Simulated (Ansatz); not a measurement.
# V_O in SiO2 (P3_121): convergence with the plane-wave cutoff, part 2 of 2

Question: how much does the plane-wave cutoff change the (+1/0) level of V_O in SiO2 (P3_121), and what does each choice cost? Model: a cell of 72 host atoms with 1 O taken out.

Ansatz 0.2.0; plane-wave PAW DFT; relaxations with PBEsol, then single points with PBEsol, on supercells at fixed charge in a uniform background.

So far: The starting structure; Relaxing both charge states, PBEsol.

## Step 3: First setting: 250 eV

Total energies converge slowly with the cutoff, but a level is a difference between cells with the same atoms, so much of the error should cancel. The host is run again at each cutoff.

qp1_M1.e250/input.yaml reads:

```yaml
crystal:
  checkpoint: "../qp1_M1.relax.run"
  host: checkpoint
total_charge: 1
basis:
  ecutwfc: 250
  xc_grid: 2
hamiltonian:
  xc: pbesol
  pseudopotentials: { kind: paw, azcp: { folder: soft_1 }, xc_functional: pbe }
kpoints:
  mp_grid: { grid: [1, 1, 1], shift: [0.25, 0.25, 0.25] }
magnetization:
  spin_polarized: true
  initial_magnetization: 1
  spin_locking: { lock_magnetization: hard }
scf:
  occupations: { method: fixed }
  max_iter: 100
output:
  forces: true
  charged_corrections:
    epsilon: [2.49, 2.49, 2.52]
    static_epsilon: [4.63, 4.63, 4.85]
    defect_position: [0.293757, 0.427298, 0.55936]
  eigenvalues: true
checkpoint:
  write: "../qp1_M1.e250.run"
  compress: false
  write_wavefunctions: false
  write_every: 100000
```

The run is started by

```
> ansatz run input.yaml --threads 32 --pin off --max-ram 84787MiB --backend cuda --events-out ev --progress --plain --runs-dir out --max-vram 78GiB
```

Numbers of over 12 decimals in the logs are rounded to 6 here.

The log of the run:

```text
[...]
Warning: basis.ecutwfc = 250 eV is below the records' recommended 420 eV, and the density's cutoff is lower with it unless basis.ecutrho_ratio is high enough to keep the records' density cutoff: compare with a run at a higher cutoff
crystal.checkpoint: the structure is that of <dir>, a `relax` run, at its step 9: its result, under pbesol at a charge of 1 e; 71 atoms read, 0 with a starting moment; no density is read with it (checkpoint.read); crystal.structure_sha256 for this input is
[...]
device memory: the entry about to start is reckoned to put 5.5 GiB on a device that reports 182.5 GiB free (of which the cap on the GPU budget leaves the run 78.0 GiB)
GPU FFT provider: cuFFT
GPU libraries: cuBLAS 13.8.1, cuFFT 12.4.0, cuSOLVER 12.3.2
GPU matrix products: emulated (plane waves: as basis.precision tells), large ones in fixed point in workspaces of 1.00 GiB
Crystal: 71 atoms, lattice volume = 923.114 Å³
Basis set: ecut = 250 eV, 8243 PW (Γ), exchange–correlation on 108×108×120 points (8 copies of the dense FFT grid, shifted against one another)
Bands: 260, of which v1, the nominal top of the filled ones, is band 189 counted from 1 (188 counted from 0)
Symmetry: 1 space group operations
[...]
k-points: 1
[...]
Starting moments: Σ|m| = 1 μB on 71 of 71 sites
[...]
GPU buffer pool allocated for 174960 grid points (all kernels)
GPU transforms: local potential and band sums: pruned to the plane-wave sphere, on 54×54×60
[...]
SCF iter   1: F=—  HF=-41315.031701 eV  |Δ(HF+E_count)|=         —  Δρ=5.34e-2 (↑5.23e-2 ↓5.34e-2)  dr2=9.59e1  dr2_m=1.38e-1  M=1.000 μB ∫|m|=1.042 μB  Hψ=1894
[...]
SCF iter  10: F=-41288.161977 eV  HF=-41288.161977 eV  |Δ(HF+E_count)|=   1.21e-6  Δρ=1.28e-6 (↑1.28e-6 ↓1.25e-6)  dr2=6.21e-8  dr2_m=1.17e-10  M=1.000 μB ∫|m|=1.038 μB  Hψ=3619
SCF 1 converged in 10 iterations: F = -41288.161977 eV  dr2 = 6.21e-8
[...]
SCF converged after 10 iterations
[...]
Magnetization: 1.0000 μB (189.0000 up, 188.0000 down)
Absolute magnetization: 1.0411 μB (∫|ρ↑−ρ↓|, with the PAW one-centre terms)
[...]
Per-site moments (μB) at R_I (Å): [(-3.244941124991265e-6, 0.667296), (0.000319364, 0.663528), (1.4103970225680611e-5, 0.667745), [... 6 left out ...]
Free energy (F): -41288.161977 eV
[...]
Internal energy: -41288.161977 eV  (E = F + TS)
E sigma→0 (E₀):  -41288.161977 eV
Fermi energy:    2.787910 (↑ 2.787910, ↓ 2.184618) eV
[...]
--- Forces (eV/Å), atoms counted from 1 ---
  atom   1  Si    -0.00515566     0.01131625     0.01115136
  atom   2  Si    -0.02249260     0.02041723    -0.02422648
  [... 1 atom left out ...]
  atom   4  O      0.09979664    -0.07900595     0.02317550
  [... 2 atoms left out ...]
  [... 65 more lines of this table ...]
  max |Σ_I F_I| component: 4.66e-5 eV/Å
[...]
F Makov-Payne    = n/a  (the rows are of the electrons' constant alone; ansatz place-levels tells what screens the charge)
[...]
--- Band table (eV) ---
[...]
```

Wall time 1.9 s (1 × NVIDIA GB200 with 32 threads of Arm Neoverse V2, shared host); peak memory 0.98 GiB.

In the SCF lines HF is the Harris–Foulkes energy and dr2 the Hartree energy of the density residual, in eV; the loop may stop once dr2 is under the threshold and the program's other checks hold. Hψ counts applications of the Hamiltonian.

Both charges and the host at this setting go to place-levels, which corrects for the image charge and aligns the potentials.

levels.e250.yaml reads:

```yaml
host:
  run: host.e250.run
states: [q0.e250.run, qp1_M1.e250.run]
geometry_from:
  q0.e250.run: q0.relax.run
  qp1_M1.e250.run: qp1_M1.relax.run
  host.e250.run: host.relax.run
```

The run is started by

```
> ansatz place-levels levels.e250.yaml -- --threads 32 --pin off --max-ram 84787MiB
```

The log of the run:

```text
(+1/0) 0.382 eV above the valence edge, 5.178 eV under the conduction edge
  edges by pbesol, gap 5.560 eV; the host is sampled to repeats of 14.71 Å
  the defect's cells are sampled to repeats of 14.71 Å, like sampling
  charge +1: -41287.8550 eV with its correction of +0.307 eV, at epsilon [4.63, 4.63, 4.85], aligned at sites: -0.1397 eV, mean over 36 atomic sites at or beyond 4.95 Å from the defect at [0.2938, 0.4273, 0.5594], with +0.000442 for the charge's moments and [...]
  charge 0: +0.000 eV for its dipole among its images, +0.000 omitted
  of states[1] (qp1_M1.e250.run): how wide its charge is, is not read beside other atoms or cores, and a band state would take no correction. [...]
  of states[0] (q0.e250.run): its sublattices stand up to 0.0453 Å off the host's, which by the two runs' forces adds about +0.05 eV to its energy against the host's, and moves the band edges: relax the crystal first, and build the cells on it; [...]
```

Wall time 0.24 s (32 threads).

At this setting the gap is 5.560 eV and (+1/0) lies 0.382 eV above the valence top.

## Step 4: The other settings

In the defect's inputs only the studied keys change. The next input; the others follow the same pattern (350 eV, 420 eV, 500 eV, 600 eV and 750 eV):

qp1_M1.e300/input.yaml, as its differences from qp1_M1.e250/input.yaml of step 3:

```diff
@@ -5,3 +5,3 @@
 basis:
-  ecutwfc: 250
+  ecutwfc: 300
   xc_grid: 2
@@ -27,3 +27,3 @@
 checkpoint:
-  write: "../qp1_M1.e250.run"
+  write: "../qp1_M1.e300.run"
   compress: false
```

500 eV: no level is given: the program refused to place it, or it failed a test of edges or alignment.

## Step 5: Result against cost

Times of the states on 1 × NVIDIA GB200 with 32 threads of Arm Neoverse V2, shared host; the host is run again at each setting, small cells on the processor where the program's card isn't needed:

```tsv
plane-wave cutoff	gap (eV)	(+1/0) above the valence top (eV)	under the conduction bottom (eV)	level less that at 750 eV (meV)	time, both charge states	time, host and placing	peak memory of a state (GiB)
250 eV	5.560	0.382	5.178	-45	4.1 s	7.8 s	1.0
300 eV	5.678	0.396	5.282	-31	3.7 s	6.8 s	0.9
350 eV	5.711	0.422	5.290	-6	3.9 s	6.8 s	1.0
420 eV	5.722	0.427	5.294	0	4.5 s	33 s	1.1
600 eV	5.722	0.427	5.295	0	4.4 s	11 s	1.1
750 eV	5.722	0.428	5.295	0	6.1 s	14 s	1.2
```

## Step 6: What came out

```
(plus 1/0) level, 250 eV : 0.38 eV
(plus 1/0) level, 300 eV : 0.40 eV
(plus 1/0) level, 350 eV : 0.42 eV
(plus 1/0) level, 420 eV : 0.43 eV
(plus 1/0) level, 600 eV : 0.43 eV
(plus 1/0) level, 750 eV : 0.43 eV
```

Over the settings in the table the level spans 0.045 eV; from 350 eV on, both the level and its depth under the conduction bottom lie within 0.02 eV of the reference (750 eV, 0.43 eV). The gap is off most at 250 eV, which moves it by 0.16 eV, and the level's depth under the conduction bottom by 0.12 eV. The largest miss of the level above the valence top is 45 meV, with 250 eV. The total energy of the charged cell falls by 70.5 eV over the same range, so nearly all of the basis error cancels in the level. Cell and atoms were held and forces were not judged; the files' recommended cutoff is 420 eV. Only the charges 0 and +1 were run, each from one start, so (+1/0) need not be a change between stable states. The host ran in cells of different size at different settings, so its times don't compare. Keep in mind: one k-point off the zone centre stands for the whole zone; PBEsol makes the gap too small and tends to spread out bound carriers.

[Logs are printed without paths, hosts, clocks, repeated set-up lines and the standing remarks that a program may print on its own settings, such as how far it seeks lower states.]

[Hosts, paths, dates, database ids (printed as entryN), source tags and the programs' standing remarks are cut or masked in the printed files.]

[Where a table of states has a column of steps, it counts the stored structures, which are thinned; the runs took as many ionic steps or more.]

[For some hosts the program warned that the k-mesh of the response run may be too coarse for force constants and the static dielectric constant; such warnings are not shown here.]
